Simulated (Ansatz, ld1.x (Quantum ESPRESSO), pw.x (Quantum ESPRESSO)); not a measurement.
From atom to crystal: TM potential for Ir

ld1.x (Quantum ESPRESSO) 7.5 input, shortened:

```
&input
   title='Ir', zed=77., rel=1, dft='PBE', iswitch=3,
   config='[Xe] 4f14 5d7 6s1 6p1'
 /
 &inputp
   pseudotype=2, tm=.true., lloc=0,
   nlcc=.false.
 /
3
6P  2  1   1.00   0.00  2.82  2.82  0.0
5D  3  2   7.00   0.00  1.30  1.30  0.0
6S  1  0   1.00   0.00  2.55  2.55  0.0
 &test
   configts(1)='5d7 6s1 6p1'
 /
```

Atomic tests: cutoffs needed: 40 Ry and 70 Ry (the cutoffs (Ry, on a coarse ladder) from which the occupation-weighted sum of valence levels, in a spherical-Bessel basis at the reference potential, stays within 10 and 1 mRy of its value at 400 Ry); ghost test: no extra level below or beside the all-electron valence levels (p, d, s, f tested) (spherical-Bessel basis up to 400 Ry, 20 bohr box); largest excitation error: -90 meV (all-electron minus pseudo) for 5d8 6s0 6p0, out of 7 test configurations.

Crystal test: diamond Ir in pw.x 7.5, no spin, 8³ k-points, Fermi–Dirac smearing 0.01 Ry, cutoffs 85/340 Ry. The lattice is a test structure that the element need not adopt, and mesh and smearing are coarse.

pw.x input:

```
&control
  calculation='scf', prefix='x', pseudo_dir='./', outdir='./tmp', tstress=.true., disk_io='none'
/
&system
  ibrav=0, nat=2, ntyp=1, ecutwfc=85, ecutrho=340, nbnd=17,
  occupations='smearing', smearing='fd', degauss=0.01
/
&electrons
  conv_thr=1e-09, mixing_beta=0.4, electron_maxstep=70
/
ATOMIC_SPECIES
Ir 1.0 Ir.UPF
CELL_PARAMETERS angstrom
  0.00000000 2.78314707 2.78314707
  2.78314707 0.00000000 2.78314707
  2.78314707 2.78314707 0.00000000
ATOMIC_POSITIONS crystal
Ir 0.0000 0.0000 0.0000
Ir 0.2500 0.2500 0.2500
K_POINTS automatic
8 8 8 0 0 0
```

```bash
pw.x < Ir.scf.in > Ir.scf.out
```

Problem. How does the run end?

Solution. It converges; the pressure is 7.94 GPa against 0.45 GPa from all-electron LAPW. The largest radius (2.82 bohr) exceeds half the bond length (2.28 bohr), so the spheres overlap, which is one possible source of error among others. This is a poor potential for the solid. The log shows:

```
     charge density cutoff     =     340.0000  Ry
     scf convergence threshold =      1.0E-09
     Exchange-correlation= PBE
     number of k points=    29  Fermi-Dirac smearing, width (Ry)=  0.0100
     iteration #  1     ecut=    85.00 Ry     beta= 0.40
     total energy              =     -81.11045159 Ry
     estimated scf accuracy    <       0.06526997 Ry
     iteration #  2     ecut=    85.00 Ry     beta= 0.40
     total energy              =     -81.10429698 Ry
     estimated scf accuracy    <       0.02015436 Ry
     iteration #  3     ecut=    85.00 Ry     beta= 0.40
     total energy              =     -81.10538474 Ry
     estimated scf accuracy    <       0.00005177 Ry
     iteration #  4     ecut=    85.00 Ry     beta= 0.40
     total energy              =     -81.10541271 Ry
     estimated scf accuracy    <       0.00001535 Ry
     iteration #  5     ecut=    85.00 Ry     beta= 0.40
     total energy              =     -81.10541491 Ry
     estimated scf accuracy    <       0.00000228 Ry
     iteration #  6     ecut=    85.00 Ry     beta= 0.40
     total energy              =     -81.10541505 Ry
     estimated scf accuracy    <       0.00000023 Ry
     iteration #  7     ecut=    85.00 Ry     beta= 0.40
     total energy              =     -81.10541509 Ry
     estimated scf accuracy    <       0.00000002 Ry
     iteration #  8     ecut=    85.00 Ry     beta= 0.40
     the Fermi energy is    11.2487 ev
!    total energy              =     -81.10541509 Ry
     estimated scf accuracy    <          4.8E-10 Ry
     smearing contrib. (-TS)   =      -0.00927125 Ry
     The total energy is F=E-TS. E is the sum of the following terms:
     one-electron contribution =       4.36806157 Ry
     hartree contribution      =      12.53625401 Ry
     xc contribution           =     -15.03817747 Ry
     ewald contribution        =     -82.96228195 Ry
     convergence has been achieved in   8 iterations
          total   stress  (Ry/bohr**3)                   (kbar)     P=       79.36
     Message from routine punch:
     Nothing written, as per user request (disk_io='none')
```
